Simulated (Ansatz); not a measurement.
## Hf in Ansatz: the effect of target pressure

Hf:

```
Hf
1.0
     3.19670    0.00000    0.00000
    -1.59835    2.76842    0.00000
     0.00000    0.00000    5.05780
Hf
2
Direct
  0.66667 0.33333 0.75000
  0.33333 0.66667 0.25000
```

Alike in all runs:

* Program: Ansatz 0.2.0
* Task: relaxation of cell and atoms
* Functional: PBEsol
* Potentials or basis: Ansatz PAW
* Cutoff: 420 eV (not typed: the program's choice for these potentials)
* k mesh: 10 × 10 × 5
* Occupations: fermi-dirac, width 0.05 eV
* Spin: no spin polarisation

Each run relaxes the cell or the atoms first.

Question: One run gave: relaxed volume 21.20 Å³/atom. Which target pressure did it use?
A. 0 GPa
B. 2 GPa
C. 20 GPa
D. 10 GPa
E. 5 GPa

Answer: B.

```tsv
target pressure	relaxed volume (Å³/atom)
0 GPa	21.57
2 GPa	21.20
5 GPa	20.70
10 GPa	19.97
20 GPa	18.78
30 GPa	17.83
```

Caveats: the plane-wave basis is chosen anew once the cell has moved, so the energies of steps on either side of that aren't comparable; the PAW data sets come from PBE, with cores solved anew for the run's functional, which leaves a small shift of forces and pressure; the volume moved by over 15 % at a fixed basis, so the end points are rough (some runs).
